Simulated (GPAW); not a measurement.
SnSe2:

```
Sn Se
1.0
     3.81100    0.00000    0.00000
    -1.90550    3.30042    0.00000
     0.00000    0.00000    6.13600
Sn Se
1 2
Cartesian
  0.0000 0.0000 0.0000
  1.9055 1.1001 4.6081
  0.0000 2.2003 1.5279
```

Base run:

- Program: GPAW 26.7.0
- Functional: C09-vdW
- Potentials or basis: GPAW PAW data sets (gpaw-data 1.2.1)
- Cutoff: 600 eV
- Basis: pw
- k mesh: 6 × 6 × 3
- Occupations: fermi-dirac, width 0.05 eV
- Spin: spin-orbit coupling, no magnetisation

Its results: band gap on the k mesh 0.66 eV, indirect (least direct gap 0.96 eV); largest force 0.799 eV/Å.

The run is repeated on the same cell with these changes: functional from C09-vdW to optPBE-vdW; spin axis phi (degrees) from 45 to 0. What comes out?

Band gap on the k mesh 0.73 eV, indirect (least direct gap 1.03 eV); largest force 1.027 eV/Å.

Caveats: spin-orbit coupling was added after a scalar SCF, so levels and gaps hold it while energy, forces, pressure and moments don't; this program's spin-orbit splittings come out too wide for heavy elements; the PAW data sets were made with another functional, which shifts forces and pressure a little.
